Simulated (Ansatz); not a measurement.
Level of theory: DFT PBE, scalar-relativistic, plane waves, PAW in Ansatz. All cells share a 420 eV cutoff and Γ-centred k meshes spaced at most about 0.3 Å⁻¹ (about 0.25 or finer for metals, 2π included). No spin polarisation.

All energies are static (0 K, no zero-point motion).

Problem. Order these relaxed structures of Zr₃H by energy, lowest first, with the energy over the lowest of them.
1.

```xyz
8
Lattice="3.2501 0.0000 0.0000 -1.6250 2.8147 0.0000 0.0000 0.0000 16.0736" Properties=species:S:1:pos:R:3 pbc="T T T"
Zr    0.0000    1.8764   15.9820
Zr    1.6250    0.9382    2.7818
Zr    0.0000    1.8764    5.3886
Zr    1.6250    0.9382    7.9452
Zr    0.0000    1.8764   10.8186
Zr    1.6250    0.9382   13.4254
H     0.0000    1.8764    1.9673
H     1.6250    0.9382   10.0041
```

2.

```xyz
8
Lattice="1.6729 -2.7430 0.0000 1.6729 2.7430 0.0000 0.0000 0.0000 15.9358" Properties=species:S:1:pos:R:3 pbc="T T T"
Zr    1.6729    1.2841   15.8733
Zr    1.6729   -1.2562    2.7520
Zr    1.6729    0.7268    5.3599
Zr    1.6729   -1.2841    7.9055
Zr    1.6729    1.2562   10.7199
Zr    1.6729   -0.7268   13.3278
H     1.6729    0.6509    1.9099
H     1.6729   -0.6509    9.8778
```

3.

```xyz
8
Lattice="3.2224 0.0000 0.0000 -1.6112 2.7906 0.0000 0.0000 0.0000 15.8746" Properties=species:S:1:pos:R:3 pbc="T T T"
Zr    0.0000    1.8604    1.3634
Zr    1.6112    0.9302    9.3007
Zr    0.0000    1.8604    6.5739
Zr    1.6112    0.9302   14.5112
Zr    0.0000    1.8604   11.9060
Zr    1.6112    0.9302    3.9687
H     0.0000    0.0000    0.0000
H     0.0000    0.0000    7.9373
```

Solution. 2 (0 meV/atom), 1 (13 meV/atom), 3 (39 meV/atom). Forms: cell 2 Cmc2_1; cell 1 P6_3mc; cell 3 P6_3/mmc. Counting Zr atoms around H (those within 1.25 times the shortest such distance or 1.15 times the sum of covalent radii): cell 2 has H 4; cell 1 has H 4; cell 3 has H 6. Origin: cell 1 and cell 3, invented; cell 2, invented, then shaken at random and relaxed again.

The k mesh leaves some 4 meV/atom of noise in the energy of each metallic cell. With hydrogen, zero-point motion can shift such differences by 10 meV/atom or more. Cells relaxed within their symmetry can be saddle points. Some structure types and database cells were kept out of the candidates from the start, so a known form may be missing.
